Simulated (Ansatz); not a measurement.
Consider ZrO2 in the fluorite structure (space group Fm-3m, No. 225; a = 5.089 Å). Axes: x, y, z lie along the cube axes.

All numbers come from DFT with r2SCAN, PAW potentials and a 500 eV plane-wave cutoff in Ansatz (a program for electronic structure), without spin-orbit coupling, earlier PAW set.

Before the change:

```
Property                        Result
-----------------------------  -------
Shortest interatomic distance  2.204 Å
```

Perturbation: a pure shear with ε_xz = ε_zx = 0.0301; the atoms relax in the strained cell.

Task: How does this affect the stress?

Result: The stress (xx, yy, zz, yz, xz, xy; compression positive) is (0.61, 0.40, 0.61, 0.00, -4.33, 0.00) GPa.

Task: What does the calculation give for the energy relative to the base after the change?

Result: The energy rises by 8.8 meV/atom.

Task: How does this affect the shortest interatomic distance?

Result: The shortest interatomic distance shrinks by 0.032 Å (2.204 Å → 2.172 Å).

Stability against distortions was not tested. This is not the structure that ZrO2 has at room temperature and ambient pressure.
